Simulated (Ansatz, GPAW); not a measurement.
## Ta2CS2 MXene bilayer, AB: converging a work function

Aim: the settings at which the work function of Ta2CS2 MXene bilayer, AB stops moving.

Calculated with GPAW 26.7.0 and Ansatz 0.2.0; Ansatz plane waves; layer without images along its normal, relaxation of atoms and in-plane cell, with D3(BJ) dispersion; PAW set soft_1, in the first sound run; inputs show where later runs differ.

### Step 1. Set-up

The cell holds 10 atoms: 4 S, 4 Ta and 2 C. Its edges and angles: a = 3.226 Å, b = 3.226 Å, c = 33.233 Å, α = 90.0°, β = 90.0°, γ = 120.0°. Regions: layer 1: Ta2CS2 MXene, 5 atoms (2 S, 2 Ta and 1 C); layer 2: Ta2CS2 MXene, 5 atoms (2 S, 2 Ta and 1 C). Vacuum lies along c.

### Step 2. Relaxing the atoms

The atoms are relaxed first, since the surface dipole, and with it the work function, follows the positions of the outer layers.

input.yaml

```yaml
crystal:
  lattice:
    - [3.22608, 0.0, 0.0]
    - [-1.61304, 2.7938672346, 0.0]
    - [0.0, 0.0, 33.2327961502]
  atoms:
    - { symbol: S, position: [0.3333333333, 0.6666666667, 0.2708168148] }
    - { symbol: Ta, position: [0.6666666667, 0.3333333333, 0.3245370558] }
    - { symbol: C, position: [0.0, 0.0, 0.3628403395] }
    - { symbol: Ta, position: [0.3333333333, 0.6666666667, 0.4011436232] }
    - { symbol: S, position: [0.6666666667, 0.3333333333, 0.4548638642] }
    - { symbol: S, position: [0.6666666667, 0.3333333333, 0.5451361358] }
    - { symbol: Ta, position: [0.0, 0.0, 0.5988563768] }
    - { symbol: C, position: [0.3333333333, 0.6666666667, 0.6371596605] }
    - { symbol: Ta, position: [0.6666666667, 0.3333333333, 0.6754629442] }
    - { symbol: S, position: [0.0, 0.0, 0.7291831852] }
  periodic: [true, true, false]
kpoints:
  mp_grid: { grid: [12, 12, 1] }
hamiltonian:
  xc: pbe
  dispersion: d3bj
  pseudopotentials: { kind: paw, azcp: { folder: soft_1 } }
scf:
  occupations: { method: fermi_dirac, width: 0.05 }
relax:
  f_tol: 0.01
  max_steps: 90
  cell: {}
```

Launch:

```console
$ ansatz run input.yaml --threads 4 --pin off --max-ram 8192MiB --backend cpu --events-out ev --progress --plain --runs-dir out
```

Numbers of over 12 decimals in the logs are rounded to 6 here.

The log of the run:

```text
Warning: crystal.periodic: the lattice vector that does not repeat stood 0.000° off the slab's normal, 33.233 Å along it as the deck builds it. The run solves the slab on a vector along the normal, 54.266 Å long, with every atom where it was (on the deck's vector they left 18.00 Å outside them, and the widest stretch free of ions among them is 3.00 Å). A fractional position that the run reports is one of the run's ce [...]
crystal.periodic: the lattice vector that does not repeat stood 0.000° off the slab's normal, 33.233 Å along it as the deck builds it. The run solves the slab on a vector along the normal, 54.266 Å long, with every atom where it was (on the deck's vector they left 18.00 Å outside them, and the widest stretch free of ions among them is 3.00 Å). A fractional position that the run reports is one of the run's cell, which [...]
Engine: ansatz 0.2.0, x86_64-unknown-linux-gnu
Pseudopotentials: kind: paw
Pseudopotential: S, paw, valence charge 6, recommended cutoff 420 eV (normal), soft_1/S.paw.azcp
Pseudopotential: Ta, paw, valence charge 13, recommended cutoff 420 eV (normal), soft_1/Ta.paw.azcp
Pseudopotential: C, paw, valence charge 4, recommended cutoff 420 eV (normal), soft_1/C.paw.azcp
Functional definition: PBE
  parameter kappa = 0.804
  parameter beta = 0.066725
  exchange = pbe_x(kappa = kappa, mu = beta*pi^2/3)
  correlation = pbe_c(beta = beta)
Crystal: 10 atoms, lattice volume = 489.109 Å³
Basis set: ecut = 420 eV, 9721 PW (Γ), exchange–correlation on 48×48×750 points (8 copies of the dense FFT grid, shifted against one another)
Bands: 52, of which v1, the nominal top of the filled ones, is band 42 counted from 1 (41 counted from 0)
Symmetry: 12 space group operations
Space group: P-3m1 (ITA 164), of the structure as read, at distance tolerance 7.9e-5 Å
k-points: 19 of 144
Non-local potential: S, projectors of the file, l = 0: 2, l = 1: 2, l = 2: 1
Non-local potential: Ta, projectors of the file, l = 0: 3, l = 1: 2, l = 2: 2, l = 3: 1
Non-local potential: C, projectors of the file, l = 0: 2, l = 1: 2, l = 2: 1
PAW form: soft (Blöchl's): semilocal exchange-correlation on the pseudo side does not see the compensation charge
PAW one-centre angular grid: S, 110 points (default); XC on 64 Gauss nodes
PAW one-centre angular grid: Ta, 590 points (default); XC on 64 Gauss nodes
PAW one-centre angular grid: C, 110 points (default); XC on 64 Gauss nodes
Initial density: superposition of atomic densities (neutral atoms: chi_scale 0, normalization atom)
Initial wavefunctions: pseudopotential atomic-orbital guess
Functional: x = pbe(κ = 0.804, μ = 0.219515), c = pbe(β = 0.066725)
SCF iter   1: F=—  HF=-43860.541023 eV  |F-HF|=—  |Δ(HF+E_count)|=         —  Δρ=5.12e-2  dr2=2.12e1  ethr=3.10e-3  ⟨swp⟩=13.5  Hψ=6640  notcnv=0  defer=5
preconditioner: auto → LDOS  [metal: Δε(μ)=0.030 eV  Ē_g=8.448 eV  σ=0.050 eV  W_gap=0.15  n_scr=34 (ndim 8)  ℏωp=12.1 eV  f_vac=0.652  D(μ)=3.14/eV (n_scr^D=18)  β→1.0]
SCF iter   2: F=—  HF=-43857.765983 eV  |F-HF|=—  |Δ(HF+E_count)|=    2.78e0  Δρ=4.04e-2  dr2=1.04e1  ethr=3.10e-3  ⟨swp⟩=6.6  Hψ=3358  notcnv=0  defer=50
SCF iter   3: F=—  HF=-43855.206558 eV  |F-HF|=—  |Δ(HF+E_count)|=    2.56e0  Δρ=4.32e-3  dr2=1.02e-1  ethr=3.10e-3  ⟨swp⟩=5.4  Hψ=2867  notcnv=0  defer=51
SCF iter   4: F=—  HF=-43855.200712 eV  |F-HF|=—  |Δ(HF+E_count)|=   5.85e-3  Δρ=1.48e-3  dr2=2.11e-2  ethr=1.21e-4  ⟨swp⟩=3.9  Hψ=2684  notcnv=0  defer=51
SCF iter   5: F=—  HF=-43855.194946 eV  |F-HF|=—  |Δ(HF+E_count)|=   5.77e-3  Δρ=3.91e-4  dr2=4.30e-4  ethr=2.51e-5  ⟨swp⟩=3.5  Hψ=2260  notcnv=0  defer=51
SCF iter   6: F=—  HF=-43855.195002 eV  |F-HF|=—  |Δ(HF+E_count)|=   5.59e-5  Δρ=1.08e-4  dr2=2.35e-5  ethr=5.12e-7  ⟨swp⟩=3.9  Hψ=2355  notcnv=0  defer=51
SCF iter   7: F=—  HF=-43855.194640 eV  |F-HF|=—  |Δ(HF+E_count)|=   3.62e-4  Δρ=2.75e-5  dr2=5.46e-6  ethr=2.80e-8  ⟨swp⟩=3.4  Hψ=2319  notcnv=0  defer=51
SCF iter   8: F=—  HF=-43855.194641 eV  |F-HF|=—  |Δ(HF+E_count)|=   9.99e-7  Δρ=9.06e-6  dr2=2.12e-7  ethr=6.50e-9  ⟨swp⟩=3.3  Hψ=2017  notcnv=0  defer=51
SCF iter   9: F=—  HF=-43855.194641 eV  |F-HF|=—  |Δ(HF+E_count)|=   1.27e-7  Δρ=4.92e-6  dr2=1.33e-7  ethr=1.19e-10  ⟨swp⟩=8.3  Hψ=5366  notcnv=0
SCF iter  10: F=-43855.194641 eV  HF=-43855.194641 eV  |F-HF|=3.66e-9  |Δ(HF+E_count)|=   1.62e-8  Δρ=1.05e-6  dr2=4.15e-9  ethr=1.19e-10  ⟨swp⟩=6.1  Hψ=3996  notcnv=0
SCF 1 converged in 10 iterations: F = -43855.194641 eV  dr2 = 4.15e-9
  greatest PAW one-centre occupation: 0.999 electrons in one spin orbital (limit 2), on the Ta atom at site 6 (counted from 0), in its partial waves of l = 0
relax step   1: F+E_penalty+E_count = -43855.19464131 eV  Δ(F+E_penalty+E_count) = +0.000e0 eV  max|allowed force component| = 2.234e0 eV/Å  Δτ_max = 0.0000 Å  P = -10.195 N/m  Ω = 489.109 Å³  fix = [c, alpha, beta]  reactions: c -0.000 N/m  (10 SCF iters, dr2 threshold 1.00e-7 eV, accepted)
Crystal: 10 atoms, lattice volume = 487.136 Å³
Basis set: ecut = 420 eV, 9697 PW (Γ), exchange–correlation on 48×48×750 points (8 copies of the dense FFT grid, shifted against one another)
Initial density: handed on by an earlier stage of this run
Initial wavefunctions: those handed on with the density
iter 1 solved again at ethr=6.92e-4 eV; its pass at ethr=3.10e-3 eV (dr2=5.82e-1 eV) is discarded
SCF iter   1: F=—  HF=-43856.219819 eV  |F-HF|=—  |Δ(HF+E_count)|=         —  Δρ=7.07e-3  dr2=6.09e-1  ethr=6.92e-4  ⟨swp⟩=2.8  Hψ=7814  notcnv=0
preconditioner: auto → LDOS  [metal: Δε(μ)=0.099 eV  Ē_g=8.102 eV  σ=0.050 eV  W_gap=0.45  n_scr=34 (ndim 8)  ℏωp=12.1 eV  f_vac=0.664  D(μ)=3.19/eV (n_scr^D=18)  β→1.0]
SCF iter   2: F=—  HF=-43856.174432 eV  |F-HF|=—  |Δ(HF+E_count)|=   4.54e-2  Δρ=3.20e-3  dr2=2.00e-1  ethr=6.92e-4  ⟨swp⟩=5.2  Hψ=2291  notcnv=0  defer=1
SCF iter   3: F=—  HF=-43856.137892 eV  |F-HF|=—  |Δ(HF+E_count)|=   3.65e-2  Δρ=6.97e-4  dr2=5.54e-3  ethr=2.38e-4  ⟨swp⟩=3.9  Hψ=2203  notcnv=0  defer=19
SCF iter   4: F=—  HF=-43856.137578 eV  |F-HF|=—  |Δ(HF+E_count)|=   3.14e-4  Δρ=1.70e-4  dr2=1.16e-4  ethr=6.59e-6  ⟨swp⟩=3.3  Hψ=2193  notcnv=0  defer=19
SCF iter   5: F=—  HF=-43856.137224 eV  |F-HF|=—  |Δ(HF+E_count)|=   3.54e-4  Δρ=5.73e-5  dr2=1.87e-5  ethr=1.38e-7  ⟨swp⟩=3.8  Hψ=2448  notcnv=0  defer=19
SCF iter   6: F=-43856.137218 eV  HF=-43856.137219 eV  |F-HF|=3.07e-7  |Δ(HF+E_count)|=   5.26e-6  Δρ=1.27e-5  dr2=8.95e-7  ethr=1.19e-9  ⟨swp⟩=6.4  Hψ=6535  notcnv=0
SCF 2 converged in 6 iterations: F = -43856.137218 eV  dr2 = 8.95e-7
[...]
SCF iter   1: F=—  HF=-43856.259559 eV  |F-HF|=—  |Δ(HF+E_count)|=         —  Δρ=7.06e-3  dr2=3.16e-1  ethr=3.83e-4  ⟨swp⟩=3.6  Hψ=7479  notcnv=0  defer=1
preconditioner: auto → LDOS  [metal: Δε(μ)=0.102 eV  Ē_g=8.137 eV  σ=0.050 eV  W_gap=0.44  n_scr=34 (ndim 8)  ℏωp=12.0 eV  f_vac=0.671  D(μ)=2.99/eV (n_scr^D=16)  β→1.0]
SCF iter   2: F=—  HF=-43856.220583 eV  |F-HF|=—  |Δ(HF+E_count)|=   3.90e-2  Δρ=2.59e-3  dr2=6.31e-2  ethr=3.76e-4  ⟨swp⟩=3.2  Hψ=2006  notcnv=0  defer=2
SCF iter   3: F=—  HF=-43856.207060 eV  |F-HF|=—  |Δ(HF+E_count)|=   1.35e-2  Δρ=9.51e-4  dr2=9.82e-3  ethr=7.51e-5  ⟨swp⟩=3.9  Hψ=2699  notcnv=0
SCF iter   4: F=—  HF=-43856.204411 eV  |F-HF|=—  |Δ(HF+E_count)|=   2.65e-3  Δρ=2.20e-4  dr2=7.78e-4  ethr=1.17e-5  ⟨swp⟩=3.9  Hψ=2378  notcnv=0
SCF iter   5: F=—  HF=-43856.203940 eV  |F-HF|=—  |Δ(HF+E_count)|=   4.71e-4  Δρ=4.11e-5  dr2=4.71e-5  ethr=9.26e-7  ⟨swp⟩=3.5  Hψ=2082  notcnv=0
SCF iter   6: F=-43856.203942 eV  HF=-43856.203941 eV  |F-HF|=2.41e-7  |Δ(HF+E_count)|=   1.24e-6  Δρ=9.14e-6  dr2=3.67e-7  ethr=1.19e-9  ⟨swp⟩=7.3  Hψ=6824  notcnv=0
SCF 3 converged in 6 iterations: F = -43856.203942 eV  dr2 = 3.67e-7
  greatest PAW one-centre occupation: 0.999 electrons in one spin orbital (limit 2), on the Ta atom at site 8 (counted from 0), in its partial waves of l = 0
relax step   3: F+E_penalty+E_count = -43856.20394172 eV  Δ(F+E_penalty+E_count) = -6.672e-2 eV  max|allowed force component| = 2.737e-1 eV/Å  Δτ_max = 0.1791 Å  P = -0.279 N/m  Ω = 500.525 Å³  energy of the carried Pulay correction = -1.527e-3 eV  fix = [c, alpha, beta]  reactions: c -0.000 N/m  (6 SCF iters, dr2 threshold 1.00e-6 eV, accepted)
[...]
relax step   4: F+E_penalty+E_count = -43856.21121303 eV  Δ(F+E_penalty+E_count) = -7.271e-3 eV  max|allowed force component| = 3.556e-2 eV/Å  Δτ_max = 0.0251 Å  P = +0.238 N/m  Ω = 498.202 Å³  energy of the carried Pulay correction = -1.219e-3 eV  fix = [c, alpha, beta]  reactions: c +0.000 N/m  (5 SCF iters, dr2 threshold 1.00e-6 eV, accepted)
[...]
relax step   5: F+E_penalty+E_count = -43856.21127046 eV  Δ(F+E_penalty+E_count) = -5.743e-5 eV  max|allowed force component| = 1.121e-2 eV/Å  Δτ_max = 0.0014 Å  P = +0.045 N/m  Ω = 498.512 Å³  energy of the carried Pulay correction = -1.260e-3 eV  fix = [c, alpha, beta]  reactions: c +0.000 N/m  (4 SCF iters, dr2 threshold 7.90e-8 eV, accepted)
[...]
relax step   6: F+E_penalty+E_count = -43856.21126713 eV  Δ(F+E_penalty+E_count) = +3.333e-6 eV  max|allowed force component| = 3.571e-3 eV/Å  Δτ_max = 0.0020 Å  P = +0.007 N/m  Ω = 498.604 Å³  energy of the carried Pulay correction = -1.273e-3 eV  fix = [c, alpha, beta]  reactions: c +0.000 N/m  (6 SCF iters, dr2 threshold 7.86e-9 eV, accepted)
Initial wavefunctions: pseudopotential atomic-orbital guess (no wavefunctions were taken with the density)
iter 1 solved again at ethr=6.90e-7 eV; its pass at ethr=3.10e-3 eV (dr2=5.79e-4 eV) is discarded
SCF iter   1: F=—  HF=-43856.212539 eV  |F-HF|=—  |Δ(HF+E_count)|=         —  Δρ=3.93e-5  dr2=5.64e-7  ethr=6.90e-7  ⟨swp⟩=6.7  Hψ=11928  notcnv=0
eigensolver tolerance schedule: the retry pair's looser diagonalisation over-reported the residual by 1026.77 of it (diagonalisation noise at 0.30 of the residual, at the tolerance the schedule requests for it); recorded, not acted on — ethr = c·dr2/N_el stays at c = 1.0e-1
SCF iter   2: F=—  HF=-43856.212744 eV  |F-HF|=—  |Δ(HF+E_count)|=   2.05e-4  Δρ=5.19e-6  dr2=1.44e-7  ethr=6.71e-10  ⟨swp⟩=5.5  Hψ=3613  notcnv=0
SCF iter   3: F=—  HF=-43856.212742 eV  |F-HF|=—  |Δ(HF+E_count)|=   1.75e-6  Δρ=1.51e-6  dr2=1.36e-8  ethr=1.71e-10  ⟨swp⟩=4.0  Hψ=2479  notcnv=0
SCF iter   4: F=—  HF=-43856.212744 eV  |F-HF|=—  |Δ(HF+E_count)|=   1.60e-6  Δρ=2.62e-7  dr2=3.48e-10  ethr=1.62e-11  ⟨swp⟩=3.3  Hψ=1847  notcnv=0
SCF iter   5: F=—  HF=-43856.212744 eV  |F-HF|=—  |Δ(HF+E_count)|=   1.36e-7  Δρ=6.67e-8  dr2=3.38e-11  ethr=1.00e-12  ⟨swp⟩=3.1  Hψ=2277  notcnv=0
SCF iter   6: F=-43856.212744 eV  HF=-43856.212744 eV  |F-HF|=1.38e-9  |Δ(HF+E_count)|=   7.87e-9  Δρ=1.70e-8  dr2=1.58e-12  ethr=1.00e-12  ⟨swp⟩=11.2  Hψ=7497  notcnv=0
SCF 7 converged in 6 iterations: F = -43856.212744 eV  dr2 = 1.58e-12
relax step   7: F+E_penalty+E_count = -43856.21274407 eV  Δ(F+E_penalty+E_count) = -1.477e-3 eV  max|allowed force component| = 3.642e-3 eV/Å  Δτ_max = 0.0000 Å  P = +0.035 N/m  Ω = 498.604 Å³  fix = [c, alpha, beta]  reactions: c +0.000 N/m  stress off target by 3.46e-2 N/m on what of the cell is left free  SCF on the basis re-selected at this cell (its energy is not comparable with the rows above)  (6 SCF iters)
basis re-selected at this cell: Δ(F+E_penalty+E_count) = -1.477e-3 eV, ΔP = +0.028 N/m vs the last step (what re-selecting the basis moved, of the pressure what is left beyond the Pulay correction that the steps carried, after the strain that the cell walked since its last selection, with what the two solves' SCF thresholds leave and, on support functions, any second-order correction that the steps lacked; it is no m [...]
SCF converged after 6 iterations
Free energy (F): -43856.212744 eV
Harris-Foulkes:  -43856.212744 eV  (|F-HF|=1.38e-9)
Internal energy: -43856.186667 eV  (E = F + TS)
E sigma→0 (E₀):  -43856.199705 eV
Entropy (-TS):   -0.026077 eV (-2.608 meV/atom)
Fermi energy:    -5.353841 eV
--- Per-component energies (eV) ---
  E_band       = -2145.189745
  E_kinetic    = 2168.696766
  E_local      = -561903.021320  (includes V_loc(G=0)·N_el)
  E_nonlocal   = 142.587181
  E_hartree    = 279649.611464
  E_xc         = -1737.962386
  E_vxc        = -1385.837907  (∫ρ·V_xc dr)
  E_paw        = -35853.138263  (= ΣΔE_a)
  E_vpaw       = -466.837303  (= ΣTr[D̂ρ^β])
  E_aug_tail   = 0.000414  (compensation charges beyond the density's cutoff)
  E_ewald      = 273680.804892
  E_disp       = -3.765414  (pairwise vdW)
  E_smearing   = -0.026077  (= −TS)
  E_closure    = 0.000000  (closes the sum)
  Σ components = -43856.212744   (vs F -43856.212744, Δ=0.00e0)
--- Forces (eV/Å), atoms counted from 1 ---
  atom   1  S     -0.00000000    -0.00000000    -0.00157827
  atom   2  Ta    -0.00000000    -0.00000000     0.00364152
  atom   3  C     -0.00000000    -0.00000000    -0.00352178
  atom   4  Ta     0.00000000     0.00000000     0.00080371
  atom   5  S      0.00000000     0.00000000     0.00018888
  atom   6  S     -0.00000000    -0.00000000    -0.00018888
  atom   7  Ta     0.00000000    -0.00000000    -0.00080371
  atom   8  C      0.00000000     0.00000000     0.00352178
  atom   9  Ta     0.00000000     0.00000000    -0.00364152
  atom  10  S      0.00000000     0.00000000     0.00157827
  max |Σ_I F_I| component: 5.78e-18 eV/Å
--- 2D stress c σ (N/m, compression-positive) ---
        0.034619       0.000000      -0.000000
        0.000000       0.034619       0.000000
       -0.000000       0.000000       0.000000
  P = ½ c Tr σ = 0.0346 N/m
--- Relaxed structure (6 steps of the walk, 6 accepted, 1 SCFs on fresh bases) ---
  F+E_penalty+E_count = -43856.21274407 eV   max|allowed force component| = 3.642e-3 eV/Å   (the final SCF, on the basis selected at the relaxed cell)
  cell:  # Å, volume = 498.6041 Å³
    - [3.257244, 0.0, 0]
    - [-1.628622, 2.820856, 0]
    - [0, 0, 54.265592]
  atoms:
    - { symbol: S, position: [0.333333, 0.666667, 0.172094] }
    - { symbol: Ta, position: [0.666667, 0.333333, 0.202080] }
    - { symbol: C, position: [9.529062008698755e-18, 1.1102230246493905e-17, 0.223880] }
    - { symbol: Ta, position: [0.333333, 0.666667, 0.245749] }
    - { symbol: S, position: [0.666667, 0.333333, 0.275633] }
    - { symbol: S, position: [0.666667, 0.333333, 0.336777] }
    - { symbol: Ta, position: [5.739451173326184e-18, 1.1102230246493905e-17, 0.366661] }
    - { symbol: C, position: [0.333333, 0.666667, 0.388530] }
    - { symbol: Ta, position: [0.666667, 0.333333, 0.410330] }
    - { symbol: S, position: [-7.541785079634509e-18, 1.1102230246493891e-17, 0.440316] }
```

It took 94 s on 4 threads of Intel Xeon Platinum 8259CL at 2.50GHz (Skylake/Cascade Lake), shared host; peak memory 1.2 GiB.

Step by step:

```
step  energy less that of the first step (eV)  largest force component (eV/Å)  volume (Å³)
   1                                   0.0000                          2.2343       489.11
   2                                  -0.9426                          0.3303       487.14
   3                                  -1.0093                          0.2737       500.52
   4                                  -1.0166                          0.0356       498.20
   5                                  -1.0166                          0.0112       498.51
   6                                  -1.0166                          0.0036       498.60
  7*                                  -1.0181                          0.0036       498.60
```

Relaxation steps marked * repeat the geometry before them on a plane-wave basis chosen anew for their cell, so energy and pressure can jump there.

The run keeps the 12 symmetry operations that it works with, so distortions that break them were not tested.

```
cell as run  before  after  change
      a (Å)   3.226  3.257  +1.0 %
      b (Å)   3.226  3.257  +1.0 %
```

The atoms that moved most (Å, along periodic axes as changes of fractional coordinates times the final cell, across vacuum about the mean position):

```
atom     dx     dy      dz  length
  S1  0.000  0.000   0.339   0.339
 S10  0.000  0.000  -0.339   0.339
 Ta2  0.000  0.000   0.181   0.181
 Ta9  0.000  0.000  -0.181   0.181
  S6  0.000  0.000   0.159   0.159
  S5  0.000  0.000  -0.159   0.159
  C8  0.000  0.000  -0.091   0.091
  C3  0.000  0.000   0.091   0.091
```

Final coordinates:

```cif
data_structure
_symmetry_space_group_name_H-M 'P 1'
_symmetry_Int_Tables_number 1
_cell_length_a 3.2572
_cell_length_b 3.2572
_cell_length_c 54.2656
_cell_angle_alpha 90.000
_cell_angle_beta 90.000
_cell_angle_gamma 120.000
_cell_volume 498.60
loop_
_atom_site_label
_atom_site_type_symbol
_atom_site_fract_x
_atom_site_fract_y
_atom_site_fract_z
_atom_site_occupancy
S1 S 0.33333 0.66667 0.17209 1
Ta2 Ta 0.66667 0.33333 0.20208 1
C3 C 0.00000 0.00000 0.22388 1
Ta4 Ta 0.33333 0.66667 0.24575 1
S5 S 0.66667 0.33333 0.27563 1
S6 S 0.66667 0.33333 0.33678 1
Ta7 Ta 0.00000 0.00000 0.36666 1
C8 C 0.33333 0.66667 0.38853 1
Ta9 Ta 0.66667 0.33333 0.41033 1
S10 S 0.00000 0.00000 0.44032 1
```

This step gave:

* free energy: -43856.2127 eV
* smearing term TS: 0.02608 eV
* symmetry operations: 12

The relaxation lowered the energy of the cell by 1.02 eV.

(Continued in part 2 of 3.)

[Logs are printed without paths, hosts, clocks, repeated set-up lines and the standing remarks that a program may print on its own settings, such as how far it seeks lower states.]

[Hosts, paths, dates, database ids (printed as entryN), source tags and the programs' standing remarks are cut or masked in the printed files.]
